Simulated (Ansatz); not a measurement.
GaN (F-43m): G0W0 against its settings

GaN (F-43m) from a database of computed structures, relaxed with r2SCAN; one-shot G0W0 in Ansatz without spin-orbit coupling. No spin polarisation and no zero-point or thermal motion.

Space group F-43m (No. 216). a = 4.498 Å, b = 4.498 Å, c = 4.498 Å, α = 90.00°, β = 90.00°, γ = 90.00°
```csv
atom,site,symmetry,x,y,z
Ga,4a,-43m,0.0000,0.0000,0.0000
N,4c,-43m,0.2500,0.2500,0.2500
```

Gaps are read over the mesh points alone. G0W0 values are finite-basis, finite-mesh values.
```csv
start,potentials,frequency model,mesh,empty bands,screening cutoff (eV),Kohn-Sham gap (eV),G0W0 gap (eV),rough cost
PBE,PAW,contour deformation,6×6×6,36,80,1.75,2.79,17 core-seconds
PBE,PAW,contour deformation,6×6×6,85,140,1.75,2.86,40 core-seconds
PBE,PAW,contour deformation,6×6×6,157,210,1.75,2.84,2.1 core-minutes
HSE06,PAW,contour deformation,6×6×6,85,140,3.01,3.47,100 core-seconds
LDA,PAW,contour deformation,6×6×6,85,140,1.77,2.91,40 core-seconds
r2SCAN,PAW,contour deformation,6×6×6,85,140,2.17,3.10,50 core-seconds
PBE,PAW,Godby-Needs pole,6×6×6,85,140,1.75,2.86,40 core-seconds
PBE,PAW,contour deformation,8×8×8,36,80,1.76,2.82,70 core-seconds
PBE,norm-conserving,contour deformation,6×6×6,85,140,1.78,2.92,90 core-seconds
```

G0W0 moves the gap on the mesh from 1.75 eV (PBE) to 2.84 eV (direct at Γ). Renormalisation factors Z lie between 0.74 and 0.82.

Raising bands and cutoff together moves the gap by +0.07 eV (80 to 140 eV), then -0.02 eV (140 to 210 eV); the last step is small, which bounds nothing strictly. Starting from HSE06 (3.01 eV against PBE's 1.75 eV) gives 3.47 eV, +0.61 eV from G0W0@PBE at the same screening cutoff. Starting from LDA (1.77 eV against PBE's 1.75 eV) gives 2.91 eV, +0.05 eV from G0W0@PBE at the same screening cutoff. Starting from r2SCAN (2.17 eV against PBE's 1.75 eV) gives 3.10 eV, +0.24 eV from G0W0@PBE at the same screening cutoff. The Godby-Needs plasmon pole differs from contour deformation by 0.00 eV. An 8×8×8 mesh in place of 6×6×6 changes the opening over PBE by +0.02 eV (the gap on the mesh by +0.03 eV). Norm-conserving potentials (wave cutoff 1240 eV against 420 eV) shift the quasiparticle gap by +0.06 eV and the PBE gap by +0.03 eV. r2SCAN runs take a wave cutoff of 500 eV.

With a shallow d shell on the cation, G0W0 converges slowly in bands and cutoff, so these values are in doubt.
